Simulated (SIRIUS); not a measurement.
Crystal: Bi.

```
Bi
1.0
     2.26750    1.30914    3.93800
    -2.26750    1.30914    3.93800
     0.00000   -2.61828    3.93800
Bi
2
Direct
  0.76600 0.76600 0.76600
  0.23400 0.23400 0.23400
```

```yaml
Program: SIRIUS 7.12.0
Task: single point
Functional: PBEsol
Potentials_or_basis: PseudoDojo 0.4.1 PBEsol standard (scalar relativistic)
Cutoff: 915 eV
Density_cutoff: 3659 eV
k_mesh: 7 × 7 × 7
Occupations: fermi-dirac, width 0.05 eV
Spin: no spin polarisation
```

On this cell: pressure -0.3 GPa; largest force 0.148 eV/Å; band gap on the k mesh 0.26 eV.

The same run follows on a disturbed copy (atoms moved at random, drawn with an rms of 0.05 Å):

```
Bi
1.0
     2.26750    1.30914    3.93800
    -2.26750    1.30914    3.93800
     0.00000   -2.61828    3.93800
Bi
2
Cartesian
  -0.0313 0.0662 9.1076
  -0.0144 0.0082 2.7686
```

What changes?

The energy moves by +10.0 meV/atom; pressure 0.3 GPa; largest force 0.456 eV/Å; band gap on the k mesh 0.23 eV.

Forces on the atoms (eV/Å):
```
Bi   0.044 -0.185 -0.414
Bi  -0.044  0.185  0.414
```

Stress tensor (GPa, compression positive):
```
-0.13  0.12 -0.23
 0.12  0.90  0.90
-0.23  0.90  0.26
```

Caveats: spin-orbit coupling is left out, which as a rule narrows the gap of such compounds by several tenths of an eV; an odd mesh through Γ misses points on the zone boundary, where band edges often lie.
